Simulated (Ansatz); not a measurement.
# MgB2: computed properties

All numbers below come from Ansatz 0.2.0, DFT PBEsol, scalar-relativistic, plane waves, PAW.

Settings: cutoff 420 eV, Γ-centred mesh 18×18×12 on the computed 3-atom cell, Gaussian smearing of 0.10 eV; no spin polarisation.

The structure is relaxed at this level of theory with its symmetry kept. Whether it is the stable form of this composition wasn't checked.

```cif
data_structure
_symmetry_space_group_name_H-M 'P6/mmm'
_symmetry_Int_Tables_number 191
_cell_length_a 3.0647
_cell_length_b 3.0647
_cell_length_c 3.4950
_cell_angle_alpha 90.000
_cell_angle_beta 90.000
_cell_angle_gamma 120.000
_cell_volume 28.43
loop_
_atom_site_label
_atom_site_type_symbol
_atom_site_symmetry_multiplicity
_atom_site_Wyckoff_symbol
_atom_site_fract_x
_atom_site_fract_y
_atom_site_fract_z
_atom_site_occupancy
Mg1 Mg 1 a 0.00000 0.00000 0.00000 1
B1 B 2 d 0.33333 0.66667 0.50000 1
```

| Quantity | Value |
| --- | --- |
| Space group | P6/mmm (No. 191) |
| Volume per atom | 64.0 bohr³ |
| Formation energy from the elements' standard states (uncorrected) | -0.135 eV/atom |
| Kohn–Sham band gap | none (metal) |
| Density of states at the Fermi level | 0.70 states/eV per cell |
| Löwdin character within 0.5 eV of the Fermi level | B 2p 91 % |
| Bulk modulus | 147 GPa |
| Its pressure derivative | 3.7 |
| Bader charges (e) | Mg (1 in the cell) 1.63, B (2 in the cell) -0.81 |